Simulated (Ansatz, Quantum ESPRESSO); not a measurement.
Bi and spin-orbit coupling, program beside program

It takes space group R-3m (No. 166, trigonal). The conventional cell has a = 4.535 Å, b = 4.535 Å, c = 11.814 Å, α = 90.00°, β = 90.00°, γ = 120.00°. Bi (site symmetry 3m) has 6 Bi at 3.06 to 3.52 Å as nearest neighbours.

Kept alike: task band structure; functional PBEsol; k mesh 7 × 7 × 7; occupations fermi-dirac, width 0.05 eV. The mesh is that of the run's cell of 2 atoms.

- A: Ansatz, Ansatz PAW, made for PBE, cutoff 420 eV
- B: Quantum ESPRESSO; PseudoDojo 0.4.1 SR PBEsol standard (False); PseudoDojo 0.4 FR PBEsol standard (True), cutoff 898 eV

| spin-orbit coupling | A: pressure (GPa) | B: pressure (GPa) |
| --- | --- | --- |
| off | -0.35 | -0.34 |
| on | 0.68 | 0.79 |

Pressure is positive in compression; plane-wave values hold the error of the finite cutoff, which Ansatz corrects. Values on potentials made for another functional: all of A. For a metal such a mesh leaves the last digits unconverged.

Problem. How large is the effect of spin-orbit coupling, and do the programs agree on it?

Solution. From off to on the pressure moves by +1.03 in A, +1.13 in B (GPa). Row by row the programs differ by 0.01 to 0.11, and over this span the shifts, as printed, agree within about 9 %.

In both programs, spin-orbit coupling reverses the sign of the pressure in this fixed cell. Without it the lattice tends to contract slightly, and with it the lattice tends to expand, so the coupling favours a larger volume. The likely origin is the Bi 6p shell, which carries the bonding and has a strong spin-orbit splitting. The coupling mixes p orbitals of different orientation and spin, which works against the directional p-p σ bonds and blends bonding with antibonding character. The cohesion that pulls the atoms together is thereby weakened.

The programs nearly coincide without the coupling and separate more with it, perhaps because they describe the relativistic p1/2 states near the nucleus differently. In B the shift also includes the change from scalar to fully relativistic potentials, though the similar response in A suggests that the coupling itself dominates. A pressure alone doesn't show how the expansion would divide between the layer spacing and the in-plane lattice, or whether the Peierls-like distortion would change.
